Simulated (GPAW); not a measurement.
The system is BaH2.

```
Ba H
1.0
     4.46203    0.00000    0.00000
    -2.23101    3.86423    0.00000
     0.00000    0.00000    6.05529
Ba H
2 4
Direct
  0.33333 0.66667 0.25000
  0.66667 0.33333 0.75000
  0.00000 0.00000 0.00000
  0.00000 0.00000 0.50000
  0.66667 0.33333 0.25000
  0.33333 0.66667 0.75000
```

The cell comes from a database or a generator and needn't be the stable form of this composition.

Base run:

```yaml
Program: GPAW 26.7.0
Functional: LDA
Potentials_or_basis: the program's PAW data sets (release 1.2.1) made for this functional
Cutoff: 450 eV
Basis: pw
k_mesh: 6 × 6 × 4
Occupations: fermi-dirac, width 0.05 eV
Spin: no spin polarisation
```

Its results: band gap on the k mesh 1.34 eV, indirect (least direct gap 2.43 eV).

Task: The run is repeated on the same cell with these changes: functional from LDA to TB-mBJ; potentials or basis from the program's PAW data sets (release 1.2.1) made for this functional to GPAW PAW data sets for LDA (gpaw-data 1.2.1); cutoff from 450 eV to 600 eV. What comes out?

Result: Band gap on the k mesh 3.02 eV, indirect (least direct gap 3.85 eV).

Caveats: spin-orbit coupling is left out, which moves the levels of the heavy elements; a model potential gives levels but no total energy (some runs).

A k mesh can miss the band edges.
